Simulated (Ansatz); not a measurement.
Sb: equation of state with PBEsol

The system is Sb.

```
Sb
1.0
     0.00000    2.37124    2.37124
     2.37124    0.00000    2.37124
     2.37124    2.37124    0.00000
Sb
1
Cartesian
  0.0000 0.0000 0.0000
```

This isn't the form of Sb at room conditions, which is rhombohedral.

```yaml
Program: Ansatz 0.2.0
Task: equation of state
Functional: PBEsol
Potentials_or_basis: Ansatz PAW earlier set
Cutoff: 460 eV
Density_cutoff: 1840 eV
k_mesh: 10 × 10 × 10
Occupations: fermi-dirac, width 0.05 eV
Spin: no spin polarisation
```

```yaml
Equilibrium_volume: 26.15 Å³/atom
Bulk_modulus: 63 GPa
Pressure_derivative_of_the_bulk_modulus: "3.3 (rough: it moves with the points fitted)"
```

Energy against volume, from the lowest point:
| volume (Å³/atom) | energy (meV/atom) |
| --- | --- |
| 25.066 | 9.46 |
| 25.599 | 2.33 |
| 26.133 | 0.00 |
| 26.666 | 1.95 |
| 27.199 | 7.84 |
| 27.733 | 17.36 |
| 28.266 | 30.24 |

All runs of the series together: 5.4 s on 2 threads of Arm Neoverse V2, on a shared host.

The run has no spin-orbit coupling, so splittings on Sb are missing.
